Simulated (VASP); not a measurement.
Crystal: CaB4.

```
Ca B
1.0
    -3.08432    3.08432    1.44485
     3.08432   -3.08432    1.44485
     3.08432    3.08432   -1.44485
Ca B
1 4
Cartesian
  0.0000 0.0000 0.0000
  0.8424 3.0843 0.0000
  3.0843 0.8424 0.0000
  2.2419 0.0000 1.4448
  0.0000 2.2419 1.4448
```

The cell was built by a generator and needn't be a form met in nature.

```yaml
Program: VASP 6.6.1
Task: relaxation of cell and atoms
Functional: RPBE
Potentials_or_basis: VASP PAW PBE potentials, release 64 (Ca_sv, B)
Cutoff: 600 eV
k_mesh: 10 × 10 × 10
Occupations: gaussian, width 0.05 eV
Spin: no spin polarisation
```

At the start: pressure 3.4 GPa; volume 11.00 Å³/atom.

Question: How do energy, volume and symmetry change on relaxing?

Answer: Over 7 steps the energy falls by 4.6 meV/atom and the volume is 11.43 Å³/atom (+3.9 %); space group I4/mmm (No. 139, to 0.05 Å).

Step by step:
| step | energy change (eV) | largest force (eV/Å) | pressure (GPa) | volume (Å³) |
| --- | --- | --- | --- | --- |
| 1 | 0.0000 | 0.1287 | 3.43 | 54.98 |
| 2 | -0.0121 | 0.3404 | -0.90 | 56.87 |
| 3 | -0.0150 | 0.2048 | 0.38 | 56.29 |
| 4 | -0.0205 | 0.0233 | -0.06 | 56.88 |
| 5 | -0.0208 | 0.0278 | -0.16 | 57.03 |
| 6 | -0.0225 | 0.0120 | -0.04 | 57.10 |
| 7 | -0.0229 | 0.0015 | 0.06 | 57.14 |

Final structure:
```
Ca B
1.0
    -3.14345    3.14345    1.44568
     3.14345   -3.14345    1.44568
     3.14345    3.14345   -1.44568
Ca B
1 4
Direct
  0.00000 0.00000 0.00000
  0.50000 0.13541 0.63541
  0.13541 0.50000 0.63541
  0.50000 0.86459 0.36459
  0.86459 0.50000 0.36459
```

Caveat: the PAW data sets were made with another functional, which shifts forces and pressure a little.
